# How much does it cost to stretch a crystal?

## Question

The table follows zincblende magnesium sulfide, in which each atom has four neighbours, as its volume is changed at fixed shape. "Volume" is the volume per atom, and "energy" is the energy per atom above the minimum of this curve. Bulk MgS normally prefers the denser rocksalt structure, so these energies measure the cost of a volume change and not the stability of the compound.

Zincblende MgS computed with exciting sodium: all-electron LAPW+lo DFT, PBE functional, no spin polarisation, 8×8×8 k mesh, rgkmax 7.5, Fermi–Dirac smearing of 0.05 eV, energy threshold 10⁻⁵ Ha. The two-atom cell is scaled at fixed shape and fractional coordinates, and energies are counted from the minimum of the fitted energy–volume curve.

```csv
volume (Å³/atom),energy (meV/atom)
21.38,26.370
21.83,14.120
22.29,5.720
22.74,1.230
23.20,0.040
23.65,1.890
24.10,?
```

(a) Predict the energy at 24.10 Å³/atom, with an error bar.

(b) Will it lie above, below or level with the energy at the compressed volume equally far from the minimum?

(c) Someone draws an ordinary parabola in volume through the six known points. Can it be trusted for the seventh?

## Model answer

Near its minimum any smooth energy curve looks like a symmetric bowl. The known rows already show more than that. The slope between neighbouring points rises by about 9 meV/Å³ at the compressed end, but by only about 6.7 at the last step before the unknown row. The bowl flattens as the crystal expands, so the crystal becomes softer.

A likely explanation lies in the balance of forces between ions. Closed electron shells repel each other strongly at short range, and this repulsion fades quickly with distance. The electrostatic attraction fades much more slowly. The stiffness comes mainly from the repulsion, so it drops when the atoms move apart. This is theory: the table contains total energies, which are not divided into repulsion and attraction.

A simple model with this lopsidedness replaces volume by a strain based on the inverse square of length,

$$f=\tfrac12\left[\left(\frac{V_0}{V}\right)^{2/3}-1\right],$$

where $V$ is the volume and $V_0$ its value at the minimum. Compression changes $f$ faster than an equal expansion does. A parabola in $f$ is therefore steeper on the compressed side when it is drawn against volume.

The steepness of the parabola follows from the bulk modulus $B$, the resistance to a uniform change of volume. For a small change $\Delta V$ the elastic energy is $B(\Delta V)^2/(2V_0)$. In the same limit $f\approx-\Delta V/(3V_0)$, which gives

$$E=\tfrac92\,B\,V_0\,f^2.$$

Keeping this form at larger strains is the second-order Birch–Murnaghan equation. Fitted to the six known rows, with a small constant for the zero of energy, it gives $V_0=23.14$ Å³/atom and $B=55.4$ GPa.

For the unknown row the strain is

$$f=\tfrac12\left[\left(\frac{23.14}{24.10}\right)^{2/3}-1\right]\approx-0.0134.$$

Since 1 eV/Å³ equals 160.2 GPa, the energy is

$$E\approx\tfrac92\times\frac{55.4}{160.2}\times23.14\times(0.0134)^2\ \text{eV}\approx6.5\ \text{meV}.$$

**(a)** The forecast is 6.5 meV/atom, with a range of 6.3 to 6.7. Two uncertainties set this range. The volumes are rounded to two decimals, which matters where the curve is steep. The model also fixes how fast the bulk modulus grows with pressure: by 4 GPa for each GPa. Allowing this slope to be wrong by 0.5, which is a judgement, and combining both effects gives an error of about 0.2 meV/atom. The energy threshold at which each run stops is of similar size. It is not added, because the known rows follow a smooth curve more closely than that.

**(b)** It will lie below. The equally distant compressed volume is 22.18 Å³/atom, where the fitted curve stands at 7.4 meV/atom. The stretched crystal should cost roughly 1 meV/atom less.

**(c)** No. A parabola in volume has the same curvature everywhere. Here that curvature is set mostly by compressed volumes, where the crystal is stiffer, and is then carried unchanged to the stretched side. Its value for the seventh point should be too high by more than 1 meV/atom.

## The computed value

The withheld rows as computed:

```csv
volume (Å³/atom),energy (meV/atom)
24.10,6.520
```

All three forecasts hold. The calculation gives 6.52 meV/atom, within the stated range and about 0.05 above the unrounded model value. Much of this difference comes from the rounding of the volumes: the last run was made at 24.105 Å³/atom, not 24.10. The assumed growth of the bulk modulus was also close. A fit to all seven runs that leaves it free gives 3.83 GPa for each GPa, against the 4 built into the model. The stretched crystal costs 0.9 meV/atom less than the fitted curve gives for its compressed counterpart.

The parabola in volume predicts 7.8 meV/atom, which is 1.3 too high. The new row also continues the softening: the slope between neighbouring points rises by 6.2 meV/Å³, less than at any earlier step.

## Remarks on the reasoning

The parabola in volume is tempting because it seems to fit well. Its typical misfit on the six known rows is only 0.2 meV/atom, yet its error one step further on is more than six times as large. Inside the known range the three constants can share out the effect of a wrong shape among the points. Outside that range there is nothing to hold the curve back.

Both models have three adjustable constants, so the better forecast does not come from greater freedom. It comes from the shape chosen before the fit. A parabola in volume carries a hidden physical claim. Its pressure falls in a straight line as the volume grows,

$$P=-B_0\,\frac{V-V_0}{V_0},$$

where $B_0$ is the bulk modulus at the minimum. The bulk modulus at any other volume is then

$$B=-V\,\frac{dP}{dV}=B_0\,\frac{V}{V_0}.$$

Such a crystal would become stiffer when stretched, the reverse of what the rows show.

The success supports the shape of the curve more firmly than its explanation. Any mechanism that softens the crystal at the same rate would give the same forecast. The balance of repulsion and attraction is a plausible reason, and it also tells a reader which way to expect the curve to lean in a similar ionic crystal.

For practical use, the test covers one short step, to a volume about 4% above the minimum. Much further out the bonds begin to give way, and a form built around small strains loses its justification. The atoms are also held still in this calculation. In a warm crystal their vibrations usually increase the volume and lower the stiffness, so the fitted modulus should not be used unchanged at high temperature. PBE also tends to make such crystals slightly too large and too soft, an error that a good fit to PBE energies cannot reveal.

The printed output below gives both fits to the six known rows, the slopes between neighbouring points and the two parts of the error bar.

Output of the analysis:

```
fit of energy on 6 rows: constant 1.228 +/- 0.0067, coefficient of g 212.2 +/- 0.25, coefficient of g2 9218 +/- 9.9; rms 0.00789, worst 22.29 0.0136, leave-one-out rms 0.0153
  rows outside the fit (model, value, miss): 24.1 6.465, 6.52, -0.0546
fit of energy on 6 rows: constant 1.084 +/- 0.17, coefficient of dv -6.756 +/- 0.17, coefficient of dv2 8.609 +/- 0.22; rms 0.192, worst 23.2 -0.242, leave-one-out rms 0.609
  rows outside the fit (model, value, miss): 24.1 7.819, 6.52, 1.3
Equilibrium volume from the six known rows, angstrom^3/atom: 23.14
Bulk modulus from the six known rows, GPa: 55.44
Rms misfit of the strain parabola on known rows, meV/atom: 0.007889
Rms misfit of the volume parabola on known rows, meV/atom: 0.1919
Slope from the row before, and its growth:
    row  meV_per_A3  growth
  21.83      -27.22     n/a
  22.29      -18.26   8.961
  22.74      -9.978   8.283
   23.2      -2.587   7.391
  23.65       4.111   6.698
   24.1       10.29   6.178
Mirror volume on the compressed side, angstrom^3/atom: 22.18
Model energy at the mirror volume, meV/atom: 7.426
Mirror energy less forecast, meV/atom: 0.9603
Volume parabola less strain parabola at the last row, meV/atom: 1.354
Forecast error from rounded volumes, meV/atom: 0.129
Forecast error from 0.5 in the modulus slope, meV/atom: 0.1464
Combined forecast error, meV/atom: 0.1951
Mirror energy less computed energy of the last row, meV/atom: 0.9057
```
